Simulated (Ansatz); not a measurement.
Program: Ansatz. Geometries: PBE0-D4/def2-TZVP. ΔE: electronic, gas phase. CBS: MP2 limit from def2 TZ/QZ plus the TZ coupled-cluster correction, frozen cores. This one scheme is used for every species. DFT in def2-TZVPP. Open shells (•) are unrestricted, without spin–orbit coupling. Elements past krypton have def2 core potentials. For In outer-core shells are correlated without core-valence functions, which leaves a few kJ/mol of doubt a bond. One conformer a species, not always the lowest.

`[NH2][InH][Cl]` + `F[C](F)F`• → `[NH2][In][Cl]`• + `FC(F)F`  (hydrogen abstraction from the In–H bond)

`[NH2][InH][Cl]`:

```xyz
6

N    -0.213   -0.920   -0.672
In    0.181    0.820    0.222
Cl   -0.670    0.776    2.400
H     0.291   -1.217   -1.492
H    -0.466   -1.709   -0.098
H     0.876    2.250   -0.361
```

`F[C](F)F`•:

```xyz
4

F     0.299   -1.194   -0.248
C    -0.002   -0.037    0.293
F    -1.202    0.360   -0.060
F     0.904    0.872    0.015
```

`[NH2][In][Cl]`•:

Z-matrix (Å, degrees):
```
N
In 1 2.072
H 1 1.017 2 110.3
H 1 1.015 2 113.0 3 -120.2
Cl 2 2.369 1 113.1 3 -43.9
```

`FC(F)F`:

```xyz
5

F    -0.487   -0.841   -0.881
C     0.055   -0.019    0.016
F     0.121    1.200   -0.515
F    -0.740    0.026    1.082
H     1.052   -0.366    0.298
```

| level | ΔE (eV) |
| --- | --- |
| CAM-B3LYP | -1.64 |
| HF/def2-TZVPP | -1.47 |

Question: What does CCSD(T)/CBS give? (An estimate is asked.)

Answer: Computed: -1.72 eV. The listed levels differ from it by 0.08, 0.25 eV.

Largest T1 diagnostic among the species: 0.019.

From PBE to PBE0 (25 % exact exchange), in def2-TZVPP and without D4, ΔE moves by +0.07 eV. In def2-TZVPP, CCSD(T) changes the Hartree–Fock value by −0.24 eV (the triples alone add −0.02 eV) and MP2 by −0.27 eV.

CCSD(T)/CBS has its own doubt, a few kJ/mol and more with outer-core shells, so smaller differences from it don't rank the levels.
